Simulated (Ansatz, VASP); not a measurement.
Zn in VASP and in Ansatz

```xyz
2
Lattice="1.2617 2.1853 0.0000 -1.2617 2.1853 0.0000 0.0000 0.0000 4.7588" Properties=species:S:1:pos:R:3 pbc="T T T"
Zn    0.0000    1.4569    1.1897
Zn    0.0000    2.9138    3.5691
```

The cell was built by a generator and needn't be a form met in nature.

Alike in both runs: task single point; functional r2SCAN; k mesh 8 × 8 × 4; no spin polarisation.

|  | VASP | Ansatz |
| --- | --- | --- |
| version | VASP 6.6.1 | Ansatz 0.2.0 |
| potentials or method | VASP PAW PBE potentials, release 64 (Zn) | PAW plane waves |
| plane-wave cutoff (eV) | 520 | 500 |
| occupations | fermi-dirac, width 0.1 eV | fermi-dirac |
| valence electrons in the cell | 24 | 24 |

```tsv
	VASP	Ansatz	Ansatz less VASP
gap on the k mesh at the Fermi level (eV)	none	none	-
pressure (GPa)	12.4	11.8	-0.66
largest component of the traceless stress (GPa)	8.91	8.52	-0.383
```

A gap of «none» marks a metal or a gap that the smearing closes. Ansatz warned: «structure_snapped_to_symmetry».

Caveats: the PAW data sets were made with another functional, which shifts forces and pressure a little (VASP).
